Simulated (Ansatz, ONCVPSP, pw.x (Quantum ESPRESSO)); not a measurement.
# Equation-of-state test of one ONCV potential (Os)

ONCVPSP 4.0.1.1 (patched build) input, shortened (lines: element, Z, core and valence counts, functional; n l f; lmax; l rc ep ncon nbas qcut; lloc lpopt rc5 dvloc0; l nproj debl; icmod fcfact rcfact), PBE, scalar-relativistic:

```
  Os 76.00   10    4        4      upf
    1    0    2.00
    2    0    2.00
    2    1    6.00
    3    0    2.00
    3    1    6.00
    3    2   10.00
    4    0    2.00
    4    1    6.00
    4    2   10.00
    4    3   14.00
    5    0    2.00
    5    1    6.00
    5    2    6.00
    6    0    2.00
    2
    0    1.50    0.00    3    7    7.70
    1    1.60    0.00    4    8    6.80
    2    2.45    0.00    4    9    5.70
    4    5    1.40    6.00
    0    2    1.30
    1    2    0.70
    2    1    1.70
    3    1.75    1.35
```

In the p channel the program set the typed energies aside and used -1.868, 0.250 Ha.

Crystal test: bcc Os in pw.x 7.5, no spin, 15³ k-points, Fermi–Dirac smearing 0.01 Ry, cutoffs 65/260 Ry. The reference is all-electron LAPW (Ansatz 0.2.0) with the same functional, mesh and smearing; V0 and B0 come from Birch–Murnaghan fits to the pressures at five volumes. Errors are pseudo minus all-electron; Δ is the rms difference of the E(V) curves that follow from these fits, minima aligned, over ±6 % about the mean V0. Mesh and smearing are coarse, so the numbers serve the comparison and aren't converged zero-temperature values; the lattice is a test structure that the element need not adopt.

All-electron: a0 = 3.093 Å (V0 = 14.79 Å³/atom), B0 = 347.4 GPa.

How far does the potential miss the all-electron equation of state?

mean pressure error (GPa): -1.02; a0 (Å): 3.090; a0 error (%): -0.10; B0 error (%): -0.1; Δ (meV/atom): 3.3.

| V (Å³/atom) | P all-electron (GPa) | P pseudo (GPa) |
| --- | --- | --- |
| 14.054 | 20.14 | 18.84 |
| 14.424 | 9.33 | 8.20 |
| 14.794 | -0.02 | -1.02 |
| 15.164 | -8.10 | -8.99 |
| 15.534 | -15.08 | -15.87 |

At the middle volume, how do free energy and pressure move when the wave cutoff is lowered (ecutrho kept at four times it)?

```tsv
cutoff (Ry)	shift of F (meV/atom)	shift of P (GPa)
29	+2395.7	-77.61
39	+374.1	-23.02
52	+10.2	-0.98
```

The run at the middle volume (120 k-points, 7 iterations) took about 11 s on one core of a shared host (Neoverse-V2, 96 threads, 742 GiB, load 72).
